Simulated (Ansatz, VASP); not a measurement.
## Two plane-wave programs on Lu

The input INCAR:

```
SYSTEM = Lu
PREC = Accurate
ENCUT = 520
EDIFF = 1E-7
ISMEAR = -1
SIGMA = 0.05
LREAL = .FALSE.
LASPH = .TRUE.
NELM = 100
ALGO = Normal
ISIF = 2
LWAVE = .FALSE.
LCHARG = .FALSE.
GGA = PE
NBANDS = 32
```

File KPOINTS:

```
Automatic mesh
0
G
  9 9 5
  0 0 0
```

File POSCAR:

```
Lu
1.0
    3.4315880974      0.0000000000      0.0000000000
   -1.7157940487      2.9718424677      0.0000000000
    0.0000000000      0.0000000000      5.4375845309
Lu
2
Direct
    0.6666666667      0.3333333333      0.7500000000
    0.3333333333      0.6666666667      0.2500000000
```

The input input.yaml:

```yaml
crystal:
  lattice:
    - [3.4315880974, 0.0, 0.0]
    - [-1.7157940487, 2.9718424677, 0.0]
    - [0.0, 0.0, 5.4375845309]
  atoms:
    - { symbol: Lu, position: [0.6666666667, 0.3333333333, 0.75] }
    - { symbol: Lu, position: [0.3333333333, 0.6666666667, 0.25] }
hamiltonian:
  xc: pbe
  pseudopotentials: { kind: paw }
kpoints:
  mp_grid: { grid: [9, 9, 5] }
scf:
  occupations: { method: fermi_dirac, width: 0.05 }
output:
  forces: true
  stress: true
  eigenvalues: true
  write_density: true
  write_potential: true
  elf: true
  volumetric_format: npy
```

Change from the starting cell: volume scaled by 0.94.

Alike in both runs: task single point; functional PBE; k mesh 9 × 9 × 5; occupations fermi-dirac, width 0.05 eV; no spin polarisation.

```csv
,VASP,Ansatz
version,VASP 6.6.1,Ansatz 0.2.0
potentials or method,"VASP PAW PBE potentials, release 64 (Lu)",Ansatz PAW
plane-wave cutoff (eV),520,420
valence electrons in the cell,50,50
```

```csv
,VASP,Ansatz,Ansatz less VASP
gap on the k mesh at the Fermi level (eV),none,none,-
pressure (GPa),2.7,2.5,-0.17
largest component of the traceless stress (GPa),0.83,0.83,-0.003
```

A gap of «none» marks a metal or a gap that the smearing closes. The functional is the same, so the differences come from potentials, cutoffs and numerics.

The runs have no spin-orbit coupling, so splittings on Lu are missing.
